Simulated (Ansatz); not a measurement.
# AlN: the band gap up the ladder of functionals

An exercise on one series of results from a longer session: the logs are not shown, and one member is left open.

Program: Ansatz 0.2.0. PAW datasets, plane waves. No spin polarisation and no zero-point or thermal motion.

**The cell**

The cell was relaxed beforehand with r2SCAN.

The symmetry is F-43m (No. 216, cubic); a = 4.370 Å in the conventional setting, 10.43 Å³ an atom. Around Al lie 4 N at 1.89 Å; around N lie 4 Al at 1.89 Å.

Coordinates:

```
CELL_PARAMETERS angstrom
0.00000 2.18488 2.18488
2.18488 0.00000 2.18488
2.18488 2.18488 0.00000
ATOMIC_POSITIONS crystal
Al 0.00000 0.00000 0.00000
N 0.25000 0.25000 0.25000
```

Set-up of the first run:

input.yaml reads:

```yaml
crystal:
  lattice:
    - [0.0, 2.1848764127, 2.1848764127]
    - [2.1848764127, 0.0, 2.1848764127]
    - [2.1848764127, 2.1848764127, 0.0]
  atoms:
    - { symbol: Al, position: [0.0, 0.0, 0.0] }
    - { symbol: "N", position: [0.25, 0.25, 0.25] }
kpoints:
  mp_grid: { grid: [10, 10, 10] }
  band_path:
    path:
      - [[0.0, 0.0, 0.0], [-0.5, -0.5, -7.730585459173e-34], [-0.375, -0.375, 0.25]]
      - [[-0.375, 2.98980613671e-17, 0.375], [0.0, 0.0, 0.0], [-1.4498102851e-18, -1.4498102851e-18, 0.5], [-0.5, -0.25, 0.25], [-0.5, -0.5, -7.730585459173e-34]]
    npoints: 10
hamiltonian:
  xc: pbe
scf:
  occupations: { method: fermi_dirac, width: 0.02 }
  n_extra_bands: 4
output:
  forces: true
  stress: true
  eigenvalues: true
```

Started as:

```console
> ansatz run input.yaml --threads 8 --pin off --max-ram 12902MiB --backend cpu --events-out ev --progress --plain --runs-dir out
```

Among the steps run: PBE band path; Single point with r2SCAN; HSE06; PBE0 at the same geometry; LDA at the same geometry; One-shot GW from PBE; Quasiparticle levels, G0W0@PBE; DDH-PBE0; LC-ωPBE; Single point with Hartree-Fock.

One table of the session follows, with a row left open; its other results are not shown here.

| level | gap (eV) |
| --- | --- |
| PBE | 3.33 |
| r2SCAN | 3.94 |
| HSE06 | 4.55 |
| PBE0 | 5.28 |
| LDA | 3.24 |
| G0W0@PBE (62 empty bands) | 4.58 |
| G0W0@PBE (154 empty bands) | 4.81 |
| DDH-PBE0 | ? |
| LC-ωPBE | 9.70 |
| Hartree-Fock | 12.06 |

**Question.** Estimate the row for DDH-PBE0.

**Answer.** gap (eV): 5.03. In the column «gap (eV)» it lies between G0W0@PBE (154 empty bands) (4.81) and PBE0 (5.28).

Meshes: PBE 10×10×10, r2SCAN 10×10×10, HSE06 8×8×8, PBE0 8×8×8, LDA 10×10×10, DDH-PBE0 8×8×8, LC-ωPBE 8×8×8, Hartree-Fock 8×8×8.

LDA gives the least gap, 3.24 eV, and Hartree-Fock the largest, 12.06 eV. Against G0W0@PBE, PBE is short by 1.48 eV, at 69 % of it, and r2SCAN 82 %. PBE0 lies 0.73 eV above HSE06, which differs from it by screening the long-range exchange. Hartree-Fock lies above G0W0@PBE by 7.2 eV. No extrapolation in bands, cutoff or mesh was made for G0W0.

Limits of these values: Warnings in the runs' records: stress scf threshold loose, stress exchange threshold loose.
